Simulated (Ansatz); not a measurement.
**GaSb: a line through a two-coordinate scan**

How does the energy of GaSb (Immm, No. 71; 2 atoms in the cell) vary with volume per atom, at stretch along a over the lengths across it = 0.948?

Program: Ansatz 0.2.0. Level of theory: DFT PBE, scalar-relativistic, plane waves, PAW. These are calculated values, not measurements.

20 further runs of the same task are left out: 20 set aside as unsound or not needed. Runs told in other sessions of the task aren't counted.

### Step 1. The starting structure

Symmetry: Immm, No. 71, orthorhombic system. The conventional cell has a = 3.212 Å, b = 5.190 Å, c = 5.766 Å, α = 90.00°, β = 90.00°, γ = 90.00°. Ga (site symmetry mmm) has 6 Sb at 2.88 to 3.05 Å and 2 Ga at 3.21 Å in its first shell of neighbours. Sb (site symmetry mmm) has 6 Ga at 2.88 to 3.05 Å and 2 Sb at 3.21 Å in its first shell of neighbours.

As a file:

```
Ga Sb
1.0
    -1.60581    2.59477    2.88295
     1.60581   -2.59477    2.88295
     1.60581    2.59477   -2.88295
Ga Sb
1 1
Direct
  0.00000 0.00000 0.00000
  0.50000 0.50000 0.00000
```

It goes back to an entry of the Materials Project, which need not be the stable form.

This cell was relaxed beforehand with the same method: volume 24.02 Å³/atom, gap on the mesh none (metal).

### Step 2. What is varied

The energy is mapped over volume and the cell's shape.

- volume per atom: 7 values from 20.18 to 27.87 Å³
- stretch along a over the lengths across it, relative to the relaxed cell: 7 values from 0.923 to 1.083

Nothing else is relaxed (symmetry fixes all fractional coordinates). Energies count from the relaxed crystal. Points are written as (first, second).

### Step 3. Grid point (20.18 Å³, 0.948)

The input, input.yaml:

```yaml
crystal:
  lattice:
    - [-1.4621563351, 2.4922425446, 2.7690358021]
    - [1.4621563351, -2.4922425446, 2.7690358021]
    - [1.4621563351, 2.4922425446, -2.7690358021]
  atoms:
    - { symbol: Ga, position: [0.0, 0.0, 0.0] }
    - { symbol: Sb, position: [0.5, 0.5, 0.0] }
basis:
  ecutwfc: 420
kpoints:
  mp_grid: { grid: [18, 18, 18] }
hamiltonian:
  xc: pbe
  pseudopotentials: { kind: paw, azcp: { folder: soft_1 } }
scf:
  occupations: { method: gaussian, width: 0.15 }
output:
  forces: true
  stress: true
  eigenvalues: true
```

Command:

```bash
$ ansatz run input.yaml --threads 2 --pin off --max-ram 4096MiB --backend cpu --events-out ev --progress --plain --runs-dir out
```

The session goes on with these runs: the other points of the line.

Before running it: what results should come out? Wanted: for each run, volume per atom; energy; slope; pressure.

As calculated:

```
volume per atom (Å³)  step  energy (meV/atom)  slope (meV/atom per Å³)  pressure (GPa)
               20.18     3                153                      −88            14.1
               21.46     –                 67                      −50             8.0
               22.74     4                 22                      −22             3.5
               24.02     –                  8                       −1             0.2
               25.31     5                 17                       14            −2.3
               26.59     6                 42                       25            −4.0
               27.87     7                 80                       33            −5.3
```

Energies count from the relaxed crystal. Rows without a step come from runs not printed here or follow by symmetry. Slopes come from the forces (and the stress, where the cell changes), not from differences of energies.

What this shows: The lowest point computed on the line is at 24.02 Å³, 8 meV/atom from the zero. Energies and slopes round the minimum, fitted together, put the minimum at 24.101 Å³, with a curvature of about 13 meV/atom per (Å³)². V·d²E/dV² there is about 52 GPa, a bulk modulus under this line's constraint. The well is lopsided: two grid steps out, the energy rises by 59 meV/atom towards smaller values and 34 meV/atom towards larger ones. The highest point computed, at 20.18 Å³, lies 146 meV/atom above the lowest. This is one cut through a surface in two coordinates; the map's lowest point lies off it. Spin-orbit coupling is left out for Sb.
